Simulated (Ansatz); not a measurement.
L1₀ (CuAu-type) CoPt was calculated with r²SCAN (Ansatz, a first-principles code, plane waves, PAW).

Run with plane-wave cutoff 560 eV, 20×20×16 k mesh (along the axes of the cell as run), Fermi–Dirac smearing 0.05 eV, spin-polarised with parallel moments, scalar-relativistic PAW data made under PBE.

Properties against volume:

Shape and atoms are relaxed at each volume.

```
V (Å³/atom)  P (GPa)  moment (μB per cell of 2 atoms)  c (Å)  a (Å)
-----------  -------  -------------------------------  -----  -----
12.822         10.28                             2.42  3.667  2.644
13.089          4.82                             2.44  3.700  2.660
13.356          0.00                             2.45  3.732  2.675
13.623         -4.29                             2.46  3.762  2.691
13.891         -8.11                             2.47  3.792  2.707
```

Note: the bulk modulus comes from volumes at which shape and atoms were relaxed.
